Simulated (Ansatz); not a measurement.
## Calculated O-17 NMR of the central transition for Al₂O₃

Cell: a Materials Project structure (computed, not necessarily an observed phase), ions relaxed with PBE at fixed cell.

```cif
data_Al2O3
_symmetry_space_group_name_H-M 'R-3c:H'
_symmetry_Int_Tables_number 167
_cell_length_a 4.8050
_cell_length_b 4.8050
_cell_length_c 13.1163
_cell_angle_alpha 90.000
_cell_angle_beta 90.000
_cell_angle_gamma 120.000
loop_
_atom_site_label
_atom_site_type_symbol
_atom_site_symmetry_multiplicity
_atom_site_Wyckoff_symbol
_atom_site_fract_x
_atom_site_fract_y
_atom_site_fract_z
Al Al 12 c 0.0000 0.0000 0.1479
O O 18 e 0.0272 0.6667 0.9167
```

One atom of each set is listed; the run and its k-mesh use a cell of 10 atoms with edges of 5.18, 5.18, 5.18 Å.

The numbers come from a DFT calculation in Ansatz (r2SCAN, plane waves and PAW, scalar-relativistic, 500 eV cutoff, Γ-centred 8×8×8 k-points, Fermi–Dirac smearing 0.02 eV).

O-17 has I = 5/2 and Q = -25.58 mb (Pyykkö 2018); at 16.4 T its Larmor frequency is ν₀ = 94.7 MHz. Only the quadrupole interaction is simulated: positions count from each site's isotropic chemical shift, and J coupling is left out, as are shift anisotropy and dipolar coupling, which fast spinning averages.

Simulated pattern of one O site (fast magic-angle spinning, Gaussian broadening 0.06 kHz):

(offset (kHz), height): (-1.059, 0), (-1.031, 1), (-1.003, 5), (-0.975, 8), (-0.947, 9), (-0.919, 10), (-0.891, 10), (-0.863, 10), (-0.835, 12), (-0.807, 19), (-0.779, 27), (-0.751, 32), (-0.723, 34), (-0.696, 36), (-0.668, 39), (-0.640, 43), (-0.612, 50), (-0.584, 67), (-0.556, 92), (-0.528, 100), (-0.500, 88), (-0.472, 79), (-0.444, 76), (-0.416, 76), (-0.388, 79), (-0.360, 86), (-0.332, 96), (-0.304, 96), (-0.276, 83), (-0.248, 71), (-0.220, 63), (-0.193, 58), (-0.165, 54), (-0.137, 51), (-0.109, 48), (-0.081, 44), (-0.053, 35), (-0.025, 17), (0.003, 4), (0.031, 0)

Q: Which |C_Q| and η does the pattern imply?

A: The pattern spans 0.973 kHz before broadening and its centre of gravity is at -0.419 kHz, which fixes P_Q; the places of the horns and steps fix η. That gives P_Q = 2.57 MHz, |C_Q| = 2.46 MHz and η = 0.52. The sign of C_Q can't be read from the pattern.

At this cell the r2SCAN pressure is -7 GPa, so with r2SCAN the cell would shrink if it were relaxed. The entry's cell may itself be off.
